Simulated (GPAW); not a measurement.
```json
{"subject": "K2S (Fm-3m): one start, several treatments of the self-energy", "lattice_ang": [[-0.0, 3.6955, 3.6955], [3.6955, -0.0, 3.6955], [3.6955, 3.6955, -0.0]], "atoms": [["K", 0.25, 0.25, 0.25], ["K", 0.75, 0.75, 0.75], ["S", 0.0, 0.0, 0.0]], "method": "DFT, PBE, plane waves, PAW (and 1 further level or step)", "program": "GPAW 26.7.0", "settings_of_one_run": "cutoff 450 eV, GPAW PAW setups 1.2.1 data release, 4×4×4 k-mesh, nbands 130", "cost": "4 runs, 2.8 min in all on 4 MPI ranks of Arm Neoverse V2, shared host (the runs of this entry)", "notes": "The cell and positions come from the Crystallography Open Database and are kept as given unless a step says otherwise. Bands and cutoff are finite, so the gap is not at the basis limit. The miss can reach some tenths of an eV and take either sign; the mesh is an error of its own.", "results": {"g0w0_godby_needs_plasmon_pole": "3.824 eV", "g0w0_full_frequency_hilbert_transform": "3.797 eV", "g0w0_multipole": "3.798 eV", "known_limits": "not at the basis limit"}}
```

[Paths, hosts, dates, memory and timing lines, banners, echoed tables and standing remarks are left out of the program output.]

[Logs are printed without paths, hosts, clocks, repeated set-up lines and the standing remarks that a program may print on its own settings, such as how far it seeks lower states.]

[Runs of the session that timed out or met a known fault of the program may be left out.]

[Hosts, paths, dates, database ids (printed as entryN), source tags and the programs' standing remarks are cut or masked in the printed files.]
